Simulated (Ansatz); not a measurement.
Crystal: Co, bcc type, 1 atom in the cell.

These are results of PBE, plane waves, PAW datasets (generated soft set 1) in Ansatz, not measurements.

Cutoff 420 eV; k-mesh 55×55×55 Γ-centred; Fermi–Dirac smearing of 0.0612 eV; no spin polarisation.

The fit to the energies gives V₀ = 10.548 Å³/atom (a₀ = 2.763 Å), B₀ = 238 GPa, B₀′ = 4.74.

Q: What pressure does the program print at V = 10.337 Å³/atom, and how far above the lowest computed point (V = 10.548 Å³/atom) does the energy lie?

A: 5.06 GPa and 3.27 meV/atom. All points:

```csv
V (Å³/atom),a (Å),E − E(min) (meV/atom),P (GPa)
10.126,2.7257,13.59,10.73
10.337,2.7445,3.27,5.06
10.548,2.7631,0.00,0.01
10.759,2.7814,3.02,-4.50
10.970,2.7995,11.64,-8.52
11.181,2.8173,25.25,-12.10
```

The published all-electron PBE values for this crystal (mean of FLEUR and WIEN2k, k-spacing 0.06 Å⁻¹; Bosoni et al., Nat. Rev. Phys. 6, 45 (2024)) are V₀ = 10.545 Å³/atom, B₀ = 239.4 GPa, B₀′ = 4.74.

The stress includes the program's correction for the finite plane-wave basis.

This cubic structure is a model: it isn't the usual form of the substance at ambient conditions, and such phases are metastable or hypothetical. Spin polarisation is left out, and a magnetic state may lie lower.
